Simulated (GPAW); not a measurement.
ZrC:

```
CELL_PARAMETERS angstrom
3.39148 0.00000 0.00000
-1.69574 2.93710 0.00000
0.00000 0.00000 5.29005
ATOMIC_POSITIONS crystal
Zr 0.66667 0.33333 0.75000
Zr 0.33333 0.66667 0.25000
C 0.00000 0.00000 0.50000
C 0.00000 0.00000 0.00000
```

The cell comes from a database or a generator and needn't be the stable form of this composition.

* Program: GPAW 26.7.0
* Task: relaxation of cell and atoms
* Functional: PBEsol
* Dispersion: D3(BJ)+ATM
* Potentials or basis: PAW data sets generated in the run's folder for this functional
* Cutoff: 800 eV
* Basis: pw
* k mesh: 6 × 6 × 4
* Occupations: fermi-dirac, width 0.05 eV
* Spin: no spin polarisation

At the start: pressure -12.7 GPa; volume 13.17 Å³/atom.

Problem. Where does the relaxation end?

Solution. Over 7 steps the energy falls by 31.4 meV/atom and the volume is 12.44 Å³/atom (-5.6 %); space group P6_3/mmc (No. 194, to 0.05 Å).

The path:
| step | energy change (eV) | largest force (eV/Å) | pressure (GPa) | volume (Å³) |
| --- | --- | --- | --- | --- |
| 1 | 0.0000 | 0.0000 | -12.73 | 52.69 |
| 2 | -0.0426 | 0.0000 | -10.53 | 52.11 |
| 3 | -0.1235 | 0.0000 | 0.84 | 49.53 |
| 4 | -0.1242 | 0.0000 | 0.06 | 49.69 |
| 5 | -0.1245 | 0.0000 | -0.06 | 49.71 |
| 6 | -0.1256 | 0.0000 | -0.41 | 49.79 |
| 7 | -0.1257 | 0.0000 | -0.22 | 49.75 |

Final structure:
```
CELL_PARAMETERS angstrom
3.31291 0.00000 0.00000
-1.65646 2.86907 0.00000
0.00000 0.00000 5.23383
ATOMIC_POSITIONS crystal
Zr 0.66667 0.33333 0.75000
Zr 0.33333 0.66667 0.25000
C 0.00000 0.00000 0.50000
C 0.00000 0.00000 0.00000
```

Caveat: later steps reuse the first step's grids; pairwise dispersion overbinds metals, which lowers pressure and volume.
